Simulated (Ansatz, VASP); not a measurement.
## TiPt3: VASP beside Ansatz

```
CELL_PARAMETERS angstrom
3.94828 0.00000 0.00000
0.00000 3.94828 0.00000
0.00000 0.00000 3.94828
ATOMIC_POSITIONS crystal
Pt 0.50000 0.50000 0.00000
Pt 0.50000 0.00000 0.50000
Pt 0.00000 0.50000 0.50000
Ti 0.00000 0.00000 0.00000
```

Change from the starting cell: volume scaled by 1.04.

Alike in both runs: task single point; functional LDA; k mesh 7 × 7 × 7; occupations fermi-dirac, width 0.05 eV; no spin polarisation.

```csv
,VASP,Ansatz
version,VASP 6.6.1,Ansatz 0.2.0
potentials or method,"VASP PAW LDA potentials, release 64 (Pt, Ti_sv), cutoff 520 eV","all-electron LAPW, scalar-relativistic"
```

Ansatz gave:

```
gap on the k mesh at the Fermi level (eV) : none
pressure (GPa)                            : -14.2
```

What did VASP give for the same quantities?

gap on the k mesh at the Fermi level (eV): none; pressure (GPa): -13.6.

A gap of «none» marks a metal or a gap that the smearing closes. Ansatz ran all-electron here, so the differences hold the error of VASP's frozen core and of both bases.

The runs have no spin-orbit coupling, so splittings on Pt are missing.
